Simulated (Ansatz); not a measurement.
## From CH4 to CHF3: predicting a member

Gas-phase molecules. On one C centre, n of the H ligands are replaced by F. The mean harmonic wavenumber of the C–H stretches y in cm⁻¹ at PBE0-D4/def2-TZVP. The shapes are optimised at that level. Programs: Ansatz 0.2.0.

| molecule | n | y (cm⁻¹) |
| --- | --- | --- |
| CH4 | 0 | 3138 |
| CH3F | 1 | 3102 |
| CH2F2 | 2 | ? |
| CHF3 | 3 | 3131 |

Question: Fit y = c + s·n to the known rows and predict CH2F2.

Answer: 
1. Means of the 3 rows: n = 1.33333, y = 3123.7.
2. Σ(Δn)² = 4.6667, Σ(Δn·Δy) = 0.33333, so the slope is 0.33333/4.6667 = 0.071427.
3. Intercept: 3123.7 − (0.071427) × 1.33333 = 3123.6. The largest residual of the fit is 22.
4. CH2F2: 3123.6 + (0.071427) × 2 = 3124 cm⁻¹.

The run gave 3094 cm⁻¹, so the prediction is off by +30 cm⁻¹, more than the largest residual. The step per swap changes from -36 to +37 cm⁻¹ along the series, so a line misses the bend. The wavenumbers are unscaled and lie a few per cent above observed bands. Electronegative ligands draw the centre's p character, so the other bonds gain s character and stiffen. The series isn't monotonic at this level.

The near-zero fitted slope reflects cancellation, not insensitivity to fluorine: the mean C–H stretch falls from 3138 cm⁻¹ in CH4 to 3094 cm⁻¹ in CH2F2, then recovers to 3131 cm⁻¹ in CHF3. Rehybridisation alone would raise it at every step, so the initial fall needs an opposing effect. This is probably donation from fluorine lone pairs into C–H σ* orbitals, which weakens those bonds. As fluorines accumulate, the lower-lying C–F σ* orbitals compete for that donation, while the s character of the remaining C–H bonds keeps growing, which would explain the late upturn.

Experimentally, the C–H stretch of fluoroform lies above the mean for methane, whereas here it falls slightly below. The likely cause is a small functional error in the balance between the two effects, perhaps with a contribution from neglected anharmonicity. The dip is therefore better supported than the relative order of the two end members. Wavenumbers alone cannot separate hybridisation from hyperconjugation.
